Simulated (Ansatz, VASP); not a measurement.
One calculation of Pb, two programs

The input INCAR:

```
ALGO = Normal
EDIFF = 1E-6
ENCUT = 520
GGA = PS
ISIF = 2
ISMEAR = -1
LASPH = True
LCHARG = False
LREAL = False
LWAVE = False
NBANDS = 13
NELM = 60
PREC = Accurate
SIGMA = 0.05
```

Contents of KPOINTS:

```
k-points
0
Gamma
  9 9 9
```

Contents of POSCAR:

```
Pb
1.0
    0.0000000000      2.5235621278      2.5235621278
    2.5235621278      0.0000000000      2.5235621278
    2.5235621278      2.5235621278      0.0000000000
Pb
1
Direct
    0.0000000000      0.0000000000      0.0000000000
```

input.yaml

```yaml
crystal:
  lattice:
    - [0.0, 2.5235621278, 2.5235621278]
    - [2.5235621278, 0.0, 2.5235621278]
    - [2.5235621278, 2.5235621278, 0.0]
  atoms:
    - { symbol: Pb, position: [0.0, 0.0, 0.0] }
kpoints:
  mp_grid: { grid: [9, 9, 9] }
scf:
  occupations: { method: fermi_dirac, width: 0.05 }
hamiltonian:
  xc: pbesol
  pseudopotentials: { kind: all_electron, lapw: { basis_error: 0.0005 } }
output:
  forces: true
  stress: true
  eigenvalues: true
```

Change from the starting cell: volume scaled by 1.06.

Alike in both runs: task single point; functional PBEsol; k mesh 9 × 9 × 9; occupations fermi-dirac, width 0.05 eV; no spin polarisation.

```csv
,VASP,Ansatz
version,VASP 6.6.1,Ansatz 0.2.0
potentials or method,"VASP PAW PBE potentials, release 64 (Pb_d)","all-electron LAPW, scalar-relativistic"
plane-wave cutoff (eV),520,see its input
```

|  | VASP | Ansatz | Ansatz less VASP |
| --- | --- | --- | --- |
| gap on the k mesh at the Fermi level (eV) | none | none | - |
| pressure (GPa) | -2.9 | -2.9 | +0.02 |

A gap of «none» marks a metal or a gap that the smearing closes. Ansatz ran all-electron here, so the differences hold the error of VASP's frozen core and of both bases.

Caveats: the PAW data sets were made with another functional, which shifts forces and pressure a little (VASP). Spin-orbit coupling is left out, which matters for the levels of Pb.
